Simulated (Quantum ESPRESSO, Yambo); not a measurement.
# Quasiparticle gap of CdTe (F-43m) in Yambo, part 2 of 2

Aim: the G0W0 gap of CdTe (F-43m) on PBE, step by step.

Quantum ESPRESSO 7.5 and Yambo 5.3.0; PBE and many-body steps on it, plane waves. Known limits of the many-body steps: not at the basis limit; no spin-orbit coupling; coarse k mesh.

So far. Step 2 (Ground state): The gap is direct, at Γ. Step 3 (Bands along the symmetry lines): The gap is 0.870 eV, as in the run before at this level.

The database entry behind the starting cell differs from later determinations by our own check (an axis about 1.1 % short against later determinations), so it need not match the best structure at ambient conditions.

### Step 4. Empty states on the mesh, 4×4×4 mesh, 444 bands

Level of this step: DFT, PBE, plane waves, norm-conserving pseudopotentials (Quantum ESPRESSO).

The sums over transitions need many empty states on a uniform mesh; this step solves for them.

Contents of pw.in:

```
&control
  calculation = 'nscf'
  prefix = 'x'
  outdir = 'o'
  pseudo_dir = 'pseudo'
/
&system
  ibrav = 0
  nat = 2
  ntyp = 2
  ecutwfc = 94.0
  nbnd = 444
  force_symmorphic = .true.
/
&electrons
  conv_thr = 1e-9
  electron_maxstep = 80
  diago_full_acc = .true.
  diago_thr_init = 5e-6
/
ATOMIC_SPECIES
  Cd 112.41 Cd.upf
  Te 127.6 Te.upf
CELL_PARAMETERS angstrom
  -0.0000000000 3.2050000000 3.2050000000
  3.2050000000 -0.0000000000 3.2050000000
  3.2050000000 3.2050000000 -0.0000000000
ATOMIC_POSITIONS crystal
  Cd 0.0000000000 0.0000000000 0.0000000000
  Te 0.2500000000 0.2500000000 0.2500000000
K_POINTS automatic
  4 4 4 0 0 0
```

On the command line:

```sh
> OMP_NUM_THREADS=1 mpirun -n 8 pw.x -nk 4 -in pw.in > pw.out
```

The log of the run:

```text
[banner, memory and clock lines left out]
Program PWSCF v.7.5 starts

     Atomic positions and unit cell read from directory:
     o/x.save/

     Message from routine setup:
     using ibrav=0 with symmetry is DISCOURAGED, use correct ibrav instead

     bravais-lattice index     =            0
     lattice parameter (alat)  =       8.5653  a.u.
     unit-cell volume          =     444.3352 (a.u.)^3
     number of atoms/cell      =            2
     number of atomic types    =            2
     number of electrons       =        44.00
     number of Kohn-Sham states=          444
     kinetic-energy cutoff     =      94.0000  Ry
     charge density cutoff     =     376.0000  Ry
     Exchange-correlation= PBE
                           (   1   4   3   4   0   0   0)

     celldm(1)=   8.565287  celldm(2)=   0.000000  celldm(3)=   0.000000
     celldm(4)=   0.000000  celldm(5)=   0.000000  celldm(6)=   0.000000

     crystal axes: (cart. coord. in units of alat)
               a(1) = (  -0.000000   0.707107   0.707107 )
               a(2) = (   0.707107  -0.000000   0.707107 )
               a(3) = (   0.707107   0.707107  -0.000000 )

     reciprocal axes: (cart. coord. in units 2 pi/alat)
               b(1) = ( -0.707107  0.707107  0.707107 )
               b(2) = (  0.707107 -0.707107  0.707107 )
               b(3) = (  0.707107  0.707107 -0.707107 )
     Pseudo is Norm-conserving + core correction, Zval = 20.0
     Generated using ONCVPSP code by D. R. Hamann
     Using radial grid of 1368 points,  6 beta functions with:
     Pseudo is Norm-conserving + core correction, Zval = 24.0
     Generated using ONCVPSP code by D. R. Hamann
     Using radial grid of 1294 points,  8 beta functions with:
     Cd               20.00   112.41000     Cd( 1.00)
     Te               24.00   127.60000     Te( 1.00)

     24 Sym. Ops. (no inversion) found

   Cartesian axes

     site n.     atom                  positions (alat units)
         1        Cd     tau(   1) = (   0.0000000   0.0000000   0.0000000  )
         2        Te     tau(   2) = (   0.3535534   0.3535534   0.3535534  )

     number of k points=     8
                       cart. coord. in units 2pi/alat
        k(    1) = (   0.0000000   0.0000000   0.0000000), wk =   0.0312500
        k(    2) = (   0.1767767   0.1767767  -0.1767767), wk =   0.2500000
        k(    3) = (  -0.3535534  -0.3535534   0.3535534), wk =   0.1250000
[...]
k(    7) = (  -0.7071068   0.0000000   0.0000000), wk =   0.0937500
        k(    8) = (  -0.7071068   0.3535534   0.0000000), wk =   0.1875000

     Dense  grid:    54769 G-vectors     FFT dimensions: (  54,  54,  54)

     The potential is recalculated from file :
     o/x.save/charge-density

     Starting wfcs are   23 randomized atomic wfcs +  421 random wfcs

     Band Structure Calculation

     End of band structure calculation

          k = 0.0000 0.0000 0.0000 (  6855 PWs)   bands (ev):

  -150.0291-100.0567-100.0567-100.0567 -93.4913 -54.5465 -54.5465 -54.5465
   -27.3358 -27.3358 -27.3358 -27.3268 -27.3268  -2.6007   0.3688   0.3688
     0.3688   0.6540   0.6540   8.7674   8.7674   8.7674   9.6374  13.3640
    13.3640  13.3640  16.2716  18.3045  18.3045  18.8519  18.8519  18.8519
[...]
[... 44 further rows ...]
[...]
197.3289 199.0812 199.0812 200.1690

          k = 0.1768 0.1768-0.1768 (  6838 PWs)   bands (ev):

  -150.0291-100.0567-100.0567-100.0567 -93.4913 -54.5466 -54.5465 -54.5465
[...]
[... 44 further rows ...]
[...]
197.9305 198.0372 198.5068 198.5068

          k =-0.3536-0.3536 0.3536 (  6850 PWs)   bands (ev):

  -150.0291-100.0567-100.0567-100.0567 -93.4913 -54.5467 -54.5465 -54.5465
[...]
51.3289  52.1754  52.1754  52.7019  54.1226  54.1226  55.0769  55.3052
     [... 44 further rows ...]
   195.5783 195.5783 196.7237 196.7237 197.4030 197.8168 197.8168 198.3728
   199.0240 199.0240 199.2765 200.2005

          k = 0.3536 0.0000 0.0000 (  6843 PWs)   bands (ev):

     [... further k-points ...]

     highest occupied, lowest unoccupied level (ev):     8.7674    9.6374

     XML data file, pseudopotentials, collected wavefunctions
```

Run time: 73 s. Hardware: 8 MPI ranks of Arm Neoverse V1, shared host; peak memory 1.6 GiB; 9.7 min of CPU time.

This step gave:

- gap: 0.8701 eV
- k of the valence top: 0, 0, 0
- k of the conduction bottom: 0, 0, 0
- least direct gap: 0.8701 eV
- k points computed: 8
- lowest point of the top converged band, above the valence top: 187.3421 eV

On this mesh the gap is 0.870 eV.

### Step 5. Conversion and set-up

This step: Yambo 5.3.0; conversion and set-up on PBE, plane waves, norm-conserving pseudopotentials.

The states are converted to the many-body program's format and the q mesh is built.

On the command line:

```sh
> (cd o/x.save; p2y > p2y.log; mv SAVE ../..); yambo > setup.log
```

The log of the run:

```text
 Yambo, version 5.3.0

 [02] CORE Variables Setup
 =========================

  [02.01] Unit cells
  ==================

  Cell kind             :  FCC
  Atoms in the cell     :  Cd  Te
  number of Cd atoms    :  1
  number of Te atoms    :  1

  List of atomic masses
  Mass of Cd    :  112.4100
  Mass of Te    :  127.6000

  List of atomic coordinates    : [cc]
  Cd1       :  0.000000  0.000000  0.000000  order 1
  Te1       :  3.028286  3.028286  3.028286  order 2

  Alat factors          :  6.056572  6.056572  6.056572 [a.u.]
  Direct lattice volume :  444.3352 [a.u.]
  Direct lattice vectors:  A[ 1 ]  A[ 2 ]  A[ 3 ]
   A[ 1 ]: -0.000000  1.000000  1.000000  [iru]
  -0.000000  6.056572  6.056572  [cc]
   A[ 2 ]:  1.000000 -0.000000  1.000000  [iru]
   6.056572 -0.000000  6.056572  [cc]
   A[ 3 ]:  1.000000  1.000000 -0.000000  [iru]
   6.056572  6.056572 -0.000000  [cc]

  Recip. lattice volume :  0.558250 [a.u.]
  Recip. lattice vectors:  B[ 1 ]  B[ 2 ]  B[ 3 ]
   B[ 1 ]: -0.500000  0.500000  0.500000  [iku]
  -0.518708  0.518708  0.518708  [cc]
   B[ 2 ]:  0.500000 -0.500000  0.500000  [iku]
   0.518708 -0.518708  0.518708  [cc]
   B[ 3 ]:  0.500000  0.500000 -0.500000  [iku]
   0.518708  0.518708 -0.518708  [cc]

  [02.02] Symmetries
  ==================

  Inversion symmetry    : yes
  Spatial inversion     : no
  Inversion index       :  25
  K-space Time-reversal : yes
  Magnetic symmetries   : no
  Time-reversal derived K-space symmetries:   25   48
  Group table correct   : yes
  Symmetries units      :  [cc]

   [S  1]:   1.0000     -0.15505E-16 -0.15505E-16 -0.15505E-16   1.0000      0.15505E-16  0.15505E-16  0.15505E-16   1.0000
   [S  2]:  -1.0000      0.15505E-16 -0.15505E-16  0.15505E-16  -1.0000      0.15505E-16 -0.15505E-16 -0.15505E-16   1.0000
   [S  3]:  -1.0000     -0.15505E-16  0.15505E-16  0.15505E-16   1.0000     -0.15505E-16 -0.15505E-16  0.15505E-16  -1.0000
[...]
[S  9]: -0.15505E-16   1.0000     -0.15505E-16  0.15505E-16 -0.15505E-16   1.0000       1.0000      0.15505E-16  0.15505E-16
   [S 10]: -0.15505E-16  -1.0000      0.15505E-16  0.15505E-16  0.15505E-16  -1.0000       1.0000     -0.15505E-16 -0.15505E-16
     [... 36 further rows ...]
   [S*47]:   1.0000     -0.15505E-16  0.15505E-16 -0.15505E-16  0.15505E-16  -1.0000      0.15505E-16   1.0000     -0.15505E-16
   [S*48]:   1.0000      0.15505E-16 -0.15505E-16 -0.15505E-16 -0.15505E-16   1.0000      0.15505E-16  -1.0000      0.15505E-16

  [02.03] Reciprocal space
  ========================

  nG shells         :   469
  nG charge         :   54769
  nG WFs            :   8040
  nC WFs            :   6855
  G-vecs. in first 46 shells:  [ Number ]
     1    9   15   27   51   59   65   89  113
    137   169   181   229   259   283   307   331   339
    387   411   459   531   537   561   609   645   701
[...]
1639
  ...
[...]
K/Q-points units:
  rlu = crystal or reduced units; cc = cartesian coordinates; iku = interal k-units

  K [1]          [rlu]:  0.000000  0.000000  0.000000
         WF components:   6855
  K [2]          [rlu]: -0.91950E-18 -0.91950E-18  0.25000
         WF components:   6838
  K [3]          [rlu]:  0.18390E-17  0.18390E-17 -0.50000
         WF components:   6850
  K [4]          [rlu]:  0.93911E-17  0.25000      0.25000
         WF components:   6843
  K [5]          [rlu]:  0.27585E-17  0.25000     -0.50000
         WF components:   6840
  [... 2 further k-points ...]
  K [8]          [rlu]:  0.250000 -0.500000 -0.250000
         WF components:   6844

  [02.05] Energies & Occupations
  ==============================

  [X] === General ===
  [X] Electronic Temperature                        :  0.000000  0.000000 [eV K]
  [X] Bosonic    Temperature                        :  0.000000  0.000000 [eV K]
  [X] Finite Temperature mode                       : no
  [X] El. density                                   :  0.66825E+24 [cm-3]
  [X] Fermi Level                                   :  8.767355 [eV]

  [X] === Gaps and Widths ===
  [X] Conduction Band Min                           :  0.870059 [eV]
  [X] Valence Band Max                              :  0.000000 [eV]
  [X] Filled Bands                                  :  22
  [X] Empty Bands                                   :    23   444
  [X] Direct Gap                                    :  0.870059 [eV]
  [X] Direct Gap localized at k                     :  1
  [X] Indirect Gap                                  :  0.870059 [eV]
  [X] Indirect Gap between kpts                     :  1  1
  [X] Last valence band width                       :  2.333764 [eV]
  [X] 1st conduction band width                     :  3.502416 [eV]

  E @ K [1]:  [eV]
  -158.7964 -108.8240 -108.8240 -108.8240 -102.2587  -63.3139  -63.3139  -63.3139
  -36.10317 -36.10317 -36.10317 -36.09419 -36.09419 -11.36809  -8.39856  -8.39856
   -8.3986      -8.1134      -8.1134     -0.31590E-10 -0.23424E-10   0.0000      0.87006       4.5967
[...]
occ @ K [1]
[...]
E @ K [2]:  [eV]
[...]
occ @ K [2]
[...]
E @ K [3]:  [eV]
[...]
occ @ K [3]
[...]
E @ K [4]:  [eV]
[...]
occ @ K [4]
[...]
E @ K [5]:  [eV]
[...]
occ @ K [5]
[...]
[... 2 further k-points ...]
  E @ K [8]:  [eV]
[...]
occ @ K [8]
[...]
0.000000  0.000000  0.000000  0.000000  0.000000  0.000000  0.000000  0.000000
   0.000000  0.000000  0.000000  0.000000  0.000000  0.000000  0.000000  0.000000

 [03] Transferred momenta grid and indexing
 ==========================================

 IBZ Q-points                                      :   8
 BZ  Q-points                                      :   64

 K/Q-points units:
 rlu = crystal or reduced units; cc = cartesian coordinates; iku = interal k-units

 Q [1]          [rlu]:  0.000000  0.000000  0.000000
 Q [2]          [rlu]: -0.91950E-18 -0.91950E-18  0.25000
 Q [3]          [rlu]:  0.18390E-17  0.18390E-17 -0.50000
[...]
Q [7]          [rlu]: -0.18782E-16 -0.50000     -0.50000
 Q [8]          [rlu]:  0.250000 -0.500000 -0.250000

  [03.01] X indexes
  =================

   [03.01.01] Sigma indexes
   ========================

 [06] Game Over & Game summary
```

It took 3.8 s on 1 MPI rank; peak memory 0.26 GiB.

### Step 6. Screening and self-energy, 4×4×4 mesh, 194 bands, screening to 210.9 eV

G0W0 replaces the xc potential by the self-energy, built once from these orbitals. Only a window of levels is corrected, while the sums run over the empty bands that the input names.

This step: G0W0 on PBE, plane waves, norm-conserving pseudopotentials.

Contents of gw2.in:

```
HF_and_locXC
gw0
dyson
ppa
em1d
rim_cut
RandQpts= 1000000
RandGvec= 1 RL
EXXRLvcs= 94 Ry
VXCRLvcs= 376 Ry
Chimod= "HARTREE"
% BndsRnXp
 1 | 194 |
%
NGsBlkXp= 15.5 Ry
% LongDrXp
 1 | 1 | 1 |
%
% GbndRnge
 1 | 194 |
%
DysSolver= "n"
ExtendOut
PPAPntXp= 27.21138 eV
% QPkrange
 1 | 1 | 21 | 24 |
%
```

On the command line:

```sh
> OMP_NUM_THREADS=1 mpirun -n 8 yambo -F gw2.in -J gw2 -C gw2 > gw2.log
```

The log of the run:

```text
 Yambo, version 5.3.0

 [02] CORE Variables Setup
 =========================

  [... cell, symmetries and grids as in the set-up ...]

  [02.05] Energies & Occupations
  ==============================

  [X] === General ===
  [X] Electronic Temperature                        :  0.000000  0.000000 [eV K]
  [X] Bosonic    Temperature                        :  0.000000  0.000000 [eV K]
  [X] Finite Temperature mode                       : no
  [X] El. density                                   :  0.66825E+24 [cm-3]
  [X] Fermi Level                                   :  8.767355 [eV]

  [X] === Gaps and Widths ===
  [X] Conduction Band Min                           :  0.870059 [eV]
  [X] Valence Band Max                              :  0.000000 [eV]
  [X] Filled Bands                                  :  22
  [X] Empty Bands                                   :    23   444
  [X] Direct Gap                                    :  0.870059 [eV]
  [X] Direct Gap localized at k                     :  1
  [X] Indirect Gap                                  :  0.870059 [eV]
  [X] Indirect Gap between kpts                     :  1  1
  [X] Last valence band width                       :  2.333764 [eV]
  [X] 1st conduction band width                     :  3.502416 [eV]

 [03] Transferred momenta grid and indexing
 ==========================================

 IBZ Q-points                                      :   8
 BZ  Q-points                                      :   64

 K/Q-points units:
 rlu = crystal or reduced units; cc = cartesian coordinates; iku = interal k-units

 Q [1]          [rlu]:  0.000000  0.000000  0.000000
 Q [2]          [rlu]: -0.91950E-18 -0.91950E-18  0.25000
 Q [3]          [rlu]:  0.18390E-17  0.18390E-17 -0.50000
 Q [4]          [rlu]:  0.93911E-17  0.25000      0.25000
 Q [5]          [rlu]:  0.54592E-16  0.25000      0.50000
 Q [6]          [rlu]:  0.18390E-17  0.25000     -0.25000
 Q [7]          [rlu]: -0.18782E-16 -0.50000     -0.50000
 Q [8]          [rlu]:  0.250000 -0.500000 -0.250000

 [04] Coloumb potential Random Integration (RIM)
 ===============================================

  [04.01] RIM initialization
  ==========================

  * Diagonal components only detected *

  8 x (sBL volume)        :  0.069781 [a.u.]
  sBZ random points       :  1000000
  Points outside the sBZ  :   7999624
  RL volume               :  0.558250 [a.u.]
  Integrated volume       :  0.558276 [a.u.]

  [04.02] RIM integrals
  =====================

  Gamma point sphere radius             :  0.074679 [a.u.]
  Points outside the sphere             :   799635
  [Int_sBZ(q=0) 1/q^2]*(Vol_sBZ)^(-1/3) =:  7.763403
                                 should be <:  7.795600

  Summary of Coulomb integrals for non-metallic bands |Q|[au] RIM/Bare

  Q [1] 0.100000E-4 0.995870 * Q [2] 0.224607 1.063761
  Q [4] 0.259354 1.062979 * Q [6] 0.366782 1.026387
  Q [5] 0.430090 1.018651 * Q [3] 0.449214 1.016906
  Q [7] 0.518708 1.013309 * Q [8] 0.579933 1.010246

 [WARNING] [Xp] User bands 1-194 break level degeneracy

 [05] Dipoles
 ============

  [05.01] Setup: observables and procedures
  =========================================

 [06] Dynamic Dielectric Matrix (PPA)
 ====================================

 [SLK-Inversion]  Pools        :  2
 [SLK-Inversion]  BLACS grid   :  2  2

 [WR./gw2//ndb.pp]---------------------------------------------------------------
  Brillouin Zone Q/K grids (IBZ/BZ)                :    8   64    8   64
  RL vectors                                       :   8099 [WF]
  Coulomb cutoff potential                         : none
  Electronic Temperature                           :  0.000000 [K]
  Bosonic    Temperature                           :  0.000000 [K]
  PPA    diel. fun.  energies                      : Perdew, Burke & Ernzerhof(X)+Perdew, Burke & Ernzerhof(C)
  wavefunctions                                    : Perdew, Burke & Ernzerhof(X)+Perdew, Burke & Ernzerhof(C)
  Global Gauge                                     : length
  X matrix size                                    :   537
  X band range                                     :    1  194
  X e/h energy range                               : -1.000000 -1.000000 [eV]
  X Time ordering                                  : R
  X Hxc Kernel                                     : HARTREE
  X Drude frequency                                :  0.000000  0.000000
  X poles                                          :  100.0000 [o/o]
  RL vectors in the sum                            :   8099
  [r,Vnl] included                                 : yes
  Field direction                                  :  0.577350E-5  0.577350E-5  0.577350E-5
  BZ energy Double Grid                            : no
  BZ energy DbGd points                            : 0
  BZ Q point size factor                           : -1.000000
  X Optical Averaged directions                    : none

 [07] Local Exchange-Correlation + Non-Local Fock
 ================================================

 [VXC] Plane waves :   54769
 [EXS] Plane waves :   6879

 QP @ state[ 1 ] K range:  1  1
 QP @ state[ 1 ] b range:  21  24

 [xc] Functional : Perdew, Burke & Ernzerhof(X)+Perdew, Burke & Ernzerhof(C)
 [xc] LIBXC used to calculate xc functional
  PP Number of Atomic Species                      :  2
  NLCC RL compoments                               :   54769
  PP Number of Atomic Species                      :  2
  NLCC RL compoments                               :   54769

 [xc] E_xc :  -35.76984 [Ha]
      E_xc :  -71.53968 [Ry]

  Local XC kind (lXC) : Perdew, Burke & Ernzerhof(X)+Perdew, Burke & Ernzerhof(C)
  Non-Local XC kind (nlXC) : Hartree-Fock

  Corrections @ K [1] :  [eV]
 <21|nlXC|21> = -16.53376 -0.10153E-16 <21|lXC|21> = -14.60577  0.37763E-15
 <22|nlXC|22> = -16.53367  0.76431E-17 <22|lXC|22> = -14.60577  0.18879E-15
 <23|nlXC|23> = -8.184635 -0.17450E-17 <23|lXC|23> = -12.06425  0.18881E-15
 <24|nlXC|24> = -6.083525  0.31149E-17 <24|lXC|24> = -10.27494 -0.18877E-15

 [08] Dyson equation: Newton solver
 ==================================

  [08.01] G0W0 (W PPA)
  ====================

  [  GW  ] Bands range     :    1  194
  [GW/PPA] G damping       :  0.100000 [eV]

  QP @ state[ 1 ] K range:  1  1
  QP @ state[ 1 ] b range:  21  24

   Sc/G bands                                       :    1  194
   Sc/G damping                                     :  0.100000 ev
   Sc bands terminator                              : no
   Sx RL components                                 :   6879

   QP @ state[ 1 ] K range                          :  1  1
   QP @ state[ 1 ] b range                          :  21  24
   GF energies kind                                 : Perdew, Burke & Ernzerhof(X)+Perdew, Burke & Ernzerhof(C)
   GF WF`s kind                                     : Perdew, Burke & Ernzerhof(X)+Perdew, Burke & Ernzerhof(C)
   Xs energies kind                                 : Perdew, Burke & Ernzerhof(X)+Perdew, Burke & Ernzerhof(C)
   Xs WF`s kind                                     : Perdew, Burke & Ernzerhof(X)+Perdew, Burke & Ernzerhof(C)

 [11] Game Over & Game summary
```

Wall time 6.7 min (8 MPI ranks); peak memory 4.9 GiB; 53 min of CPU time.

Numbers from this step:

| Quantity | Value |
| --- | --- |
| G0W0 gap on the points computed | 1.676 eV |
| starting gap on the mesh | 0.8701 eV |
| k of the valence top | 0, 0, 0 |
| k of the conduction bottom | 0, 0, 0 |
| least direct G0W0 gap on the computed points | 1.676 eV |
| Z at the valence top | 0.8013 |
| Z at the conduction bottom | 0.8127 |

The gap on the mesh goes from 0.87 eV to 1.68 eV, a correction of +0.81 eV.

Limits: finite bands, cutoff and mesh; no spin-orbit coupling; coarse k mesh. v1 is the top filled band, c1 the lowest empty one. Levels before and after the correction, in eV, zero at the valence-band top of each column:

```csv
,conduction bottom,valence top
Kohn-Sham,0.87,0.00
G0W0,1.68,0.00
```

```csv
,level,energy (eV)
Kohn-Sham,Γ v2-v1,0.000
Kohn-Sham,Γ c1,0.870
Kohn-Sham,Γ c2,4.597
G0W0,Γ v2-v1,0.000
G0W0,Γ c1,1.676
G0W0,Γ c2,5.323
```

### Step 7. Where the time went

Times are wall times on the hardware named with each run, good to a factor of about two.

```csv
step,time,share,memory (GiB)
ground state,10 s,2 %,0.66
bands along the symmetry lines,8.4 s,2 %,0.61
empty states on the mesh,73 s,15 %,1.6
conversion and set-up,3.8 s,1 %,0.26
screening and self-energy,6.7 min,81 %,4.9
```

### Step 8. Outcome

| Item | Value |
| --- | --- |
| PBE gap | 0.87 eV, direct |
| G0W0 gap on the mesh | 1.68 eV |
| GW settings | 4×4×4 mesh, 194 bands, screening to 210.9 eV, Godby-Needs plasmon pole |
| known limits | not at the basis limit; no spin-orbit coupling; coarse k mesh |

G0W0 moves the gap on the mesh from 0.87 eV to 1.68 eV (+0.81 eV), with Z of 0.80 and 0.81 at the edges. Only 1 of the mesh's irreducible points was corrected, so a valley elsewhere could overtake. The dearest step here is «screening and self-energy». Bands and cutoff are finite, so the gap is not at the basis limit. The miss can reach some tenths of an eV and take either sign; the mesh is an error of its own. In the G0W0 run levels were corrected at 1 k point alone, so a gap called «on the mesh» is the least over those, and an edge elsewhere would be missed. The 4×4×4 mesh is coarse for this cell, which bears on the long-range parts of exchange and screening. The many-body steps are scalar-relativistic: spin-orbit coupling is not in them.

[Paths, hosts, dates, memory and timing lines, banners, echoed tables and standing remarks are left out of the program output.]

[Logs are printed without paths, hosts, clocks, repeated set-up lines and the standing remarks that a program may print on its own settings, such as how far it seeks lower states.]

[Runs of the session that timed out or met a known fault of the program may be left out.]

[Hosts, paths, dates, database ids (printed as entryN), source tags and the programs' standing remarks are cut or masked in the printed files.]
